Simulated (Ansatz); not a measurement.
I:

```
I
1.0
     0.00000    2.36560    3.90984
     2.19225    0.00000    3.90984
     2.19225    2.36560    0.00000
I
1
Direct
  0.00000 0.00000 0.00000
```

Base run:

| Quantity | Value |
| --- | --- |
| Program | Ansatz 0.2.0 |
| Functional | PBEsol |
| Potentials or basis | all-electron LAPW, relativistic spinors |
| Cutoff | 161 eV |
| Density cutoff | 645 eV |
| Basis error allowed | 0.001 eV/atom |
| k mesh | 7 × 7 × 7 |
| Occupations | fermi-dirac, width 0.05 eV |
| Spin | spin-orbit coupling, no magnetisation |

Its results: pressure -0.8 GPa.

Q: The run is repeated on the same cell with these changes: functional from PBEsol to LDA. What comes out?

A: Pressure -1.7 GPa.

LDA binds more tightly than PBEsol, so the same cell stands under less pressure.

Caveats: the k mesh is thin for a metal, which can move the energy by tens of meV per atom.

Not every run made on this cell is shown here.
